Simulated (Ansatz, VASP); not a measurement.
## Two plane-wave programs on InSb

```xyz
2
Lattice="0.0000 3.2391 3.2391 3.2391 0.0000 3.2391 3.2391 3.2391 0.0000" Properties=species:S:1:pos:R:3 pbc="T T T"
In    0.0000    0.0000    0.0000
Sb    4.8586    4.8586    4.8586
```

Alike in both runs: task electric field gradients; functional PBE; k mesh 9 × 9 × 9; occupations fermi-dirac, width 0.05 eV; no spin polarisation.

|  | VASP | Ansatz |
| --- | --- | --- |
| version | VASP 6.6.1 | Ansatz 0.2.0 |
| potentials or method | VASP PAW PBE potentials, release 64 (In_d, Sb) | PAW with Ansatz's default frozen-core files, scalar-relativistic |
| plane-wave cutoff (eV) | 520 | 420 |
| valence electrons in the cell | 18 | 28 |

|  | VASP | Ansatz | Ansatz less VASP |
| --- | --- | --- | --- |
| pressure (GPa) | 3.1 | 3.2 | +0.02 |
| Vzz of the field gradient on the site that differs most (V/Å²) | 0.0 | 0.0 | 0.00 |

The two sets of potentials don't hold the same shells in valence. Ansatz warned: «gradients_without_spin_orbit».

The runs have no spin-orbit coupling, so splittings on Sb are missing.
